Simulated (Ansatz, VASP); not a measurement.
**BN: VASP beside Ansatz**

INCAR

```
PREC     = Accurate       # precision mode
ENCUT    = 520            # plane-wave cutoff, eV
EDIFF    = 1E-6           # SCF threshold, eV
ISMEAR   = 0              # smearing method
SIGMA    = 0.05           # smearing width, eV
LREAL    = F              # projectors in reciprocal space
LASPH    = T              # aspherical terms in the spheres
NELM     = 80             # most SCF steps
ALGO     = Normal         # electronic algorithm
ISIF     = 2              # what is computed and relaxed
LWAVE    = F              # write WAVECAR
LCHARG   = T              # write CHGCAR
GGA      = PE             # functional
LELF     = T              # ELF
LVHAR    = T            
NBANDS   = 16             # bands
```

Contents of KPOINTS:

```
regular mesh
0
Gamma
  12 12 6
```

File POSCAR:

```
BN
1.0
    2.5928987976      0.0000000000      0.0000000000
   -1.2964493988      2.2455162282      0.0000000000
    0.0000000000      0.0000000000      4.2245145363
B N
2 2
Direct
    0.6666666667      0.3333333333      0.9998058548
    0.3333333333      0.6666666667      0.4998058548
    0.6666666667      0.3333333333      0.6251941452
    0.3333333333      0.6666666667      0.1251941452
```

Input for Ansatz:

```yaml
crystal:
  lattice:
    - [2.5928987976, 0.0, 0.0]
    - [-1.2964493988, 2.2455162282, 0.0]
    - [0.0, 0.0, 4.2245145363]
  atoms:
    - { symbol: B, position: [0.6666666667, 0.3333333333, 0.9998058548] }
    - { symbol: B, position: [0.3333333333, 0.6666666667, 0.4998058548] }
    - { symbol: "N", position: [0.6666666667, 0.3333333333, 0.6251941452] }
    - { symbol: "N", position: [0.3333333333, 0.6666666667, 0.1251941452] }
basis:
  ecutwfc: 420
kpoints:
  mp_grid: { grid: [12, 12, 6] }
hamiltonian:
  xc: pbe
scf:
  occupations: { method: gaussian, width: 0.05 }
output:
  forces: true
  stress: true
  eigenvalues: true
  write_density: true
  write_potential: true
  elf: true
  volumetric_format: npy
```

Change from the starting cell: strain +0.0150 x Voigt [1, 1, 0, 0, 0, 0], atoms carried along.

Alike in both runs: task single point; functional PBE; k mesh 12 × 12 × 6; occupations gaussian, width 0.05 eV; no spin polarisation.

|  | VASP | Ansatz |
| --- | --- | --- |
| version | VASP 6.6.1 | Ansatz 0.2.0 |
| potentials or method | VASP PAW PBE potentials, release 64 (B, N) | scalar-relativistic, plane waves, PAW |
| plane-wave cutoff (eV) | 520 | 420 |
| valence electrons in the cell | 16 | 16 |

|  | VASP | Ansatz | Ansatz less VASP |
| --- | --- | --- | --- |
| gap on the k mesh at the Fermi level (eV) | 5.30 | 5.32 | +0.016 |
| least direct gap on the mesh (eV) | 8.00 | 8.00 | +0.007 |
| pressure (GPa) | -10.2 | -10.3 | -0.15 |
| largest component of the traceless stress (GPa) | 8.73 | 8.69 | -0.033 |
| rms of the force components (eV/Å) | 0.011 | 0.010 | -0.0005 |

Atom by atom the forces differ by 0.001 eV/Å (rms over components).

A k mesh can miss the band edges.
